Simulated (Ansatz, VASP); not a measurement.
One calculation of B3As2, two programs

```
B As
1.0
     4.58806    0.00000    0.00000
    -2.29403    3.97338    0.00000
     0.00000    0.00000    4.71178
B As
3 2
Cartesian
  0.0000 0.0000 0.7900
  0.0000 0.0000 3.9218
  0.0000 0.0000 2.3559
  0.0000 2.6489 0.0000
  2.2940 1.3245 0.0000
```

Alike in both runs: functional PBE; k mesh 12 × 12 × 8; occupations gaussian, width 0.1 eV; no spin polarisation.

Ansatz relaxed the structure, and its values are those at the end. VASP's run is a single point on that final structure, the one shown.

|  | VASP | Ansatz |
| --- | --- | --- |
| version | VASP 6.6.1 | Ansatz 0.2.0 |
| potentials or method | VASP PAW PBE potentials, release 64 (B, As) | scalar-relativistic, plane waves, PAW |
| plane-wave cutoff (eV) | 520 | 420 |
| valence electrons in the cell | 19 | 39 |

```tsv
	VASP	Ansatz	Ansatz less VASP
gap on the k mesh at the Fermi level (eV)	none	none	-
pressure (GPa)	0.0	0.0	-0.03
```

A gap of «none» marks a metal or a gap that the smearing closes. The two sets of potentials don't hold the same shells in valence.
